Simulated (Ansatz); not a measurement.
**SiNi$_{3}$ (Pm-3m), tetragonal deformation path**

The calculation used DFT PBEsol, scalar-relativistic, plane waves, PAW in Ansatz 0.2.0. The runs took a 420 eV cutoff, a Γ-centred 16×16×16 mesh and Gaussian smearing (0.15 eV). No spin polarisation. A magnetic state may lie lower. Energies are free energies at this smearing, counted from the undisturbed cell; pressure is positive in compression.

Reference structure (relaxed at this level; it needn't be the usual structure):

```xyz
4
Lattice="3.4612 0.0000 0.0000 0.0000 3.4612 0.0000 0.0000 0.0000 3.4612" Properties=species:S:1:pos:R:3 pbc="T T T"
Si    0.0000    0.0000    0.0000
Ni    0.0000    1.7306    1.7306
Ni    1.7306    0.0000    1.7306
Ni    1.7306    1.7306    0.0000
```

At fixed volume and fractional coordinates, lengths along (0.000, 0.000, 1.000) are scaled against those across it; ρ is that ratio over its starting value. The cell is metallic on the mesh throughout.

```tsv
ρ	ΔE (meV/atom)	pressure (GPa)
0.707	175.1	3.3
0.850	72.3	1.6
1.000	0.0	0.0
1.200	156.8	4.5
1.414	600.7	19.9
```

Cost: 5 runs of about 2.6 core-minutes in all, on Intel Xeon Platinum 8259CL (Skylake/Cascade Lake) (shared hosts).